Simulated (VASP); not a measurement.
Input of a VASP 6.6.1 run:

Contents of POSCAR:

```
InAs                                    
1.0
   -0.0000000000      3.0454540631      3.0454540631
    3.0454540631     -0.0000000000      3.0454540631
    3.0454540631      3.0454540631     -0.0000000000
  In              As            
     1     1
Direct
     0.0000000000000000    0.0000000000000000    0.0000000000000000
     0.2500000000000000    0.2500000000000000    0.2500000000000000
```

Contents of INCAR.step1:

```
  ALGO = Normal
  EDIFF = 1E-5
  ENCUT = 520
  GGA = PE
  ISMEAR = 0
  KPAR = 4
  LASPH = T
  LCHARG = F
  LREAL = F
  LWAVE = T
  NELM = 80
  PREC = Accurate
  SIGMA = 0.03
```

INCAR.step2

```
  ALGO = Normal
  EDIFF = 1E-6
  EDIFFG = -0.01
  ENCUT = 520
  GGA = PE
  HFSCREEN = 0.2
  IBRION = 2
  ISIF = 3
  ISMEAR = 0
  ISTART = 1
  KPAR = 4
  LASPH = T
  LCHARG = F
  LHFCALC = T
  LREAL = F
  LWAVE = F
  NELM = 80
  NSW = 25
  PREC = Accurate
  PRECFOCK = Fast
  SIGMA = 0.03
```

The input KPOINTS:

```
k-points
0
Gamma
  6 6 6
```

Potentials or basis: VASP PAW PBE potentials, release 64 (In_d, As).

The run is started by

```sh
$ cat potpaw_PBE.64/In_d/POTCAR potpaw_PBE.64/As/POTCAR > POTCAR
$ cp INCAR.step1 INCAR
$ mpirun -np 4 vasp_std > vasp.out
$ cp INCAR.step2 INCAR
$ mpirun -np 4 vasp_std > vasp.out
```

Q: Estimate the space group after relaxing (to 0.05 Å).

A: F-43m (No. 216).

Q: What does it give for the band gap on the k mesh?

A: 0.39 eV, direct.

Q: What does it give for the relaxed cell?

A: a = 4.316 Å, b = 4.316 Å, c = 4.316 Å, α = 60.00°, β = 60.00°, γ = 60.00°.

Final structure:
```
In As
1.0
     0.00000    3.05161    3.05161
     3.05161    0.00000    3.05161
     3.05161    3.05161    0.00000
In As
1 1
Cartesian
  0.0000 0.0000 0.0000
  1.5258 1.5258 1.5258
```

Caveat: spin-orbit coupling is left out, which moves the levels of the heavy elements. Zero-point motion and thermal expansion aren't in these numbers.
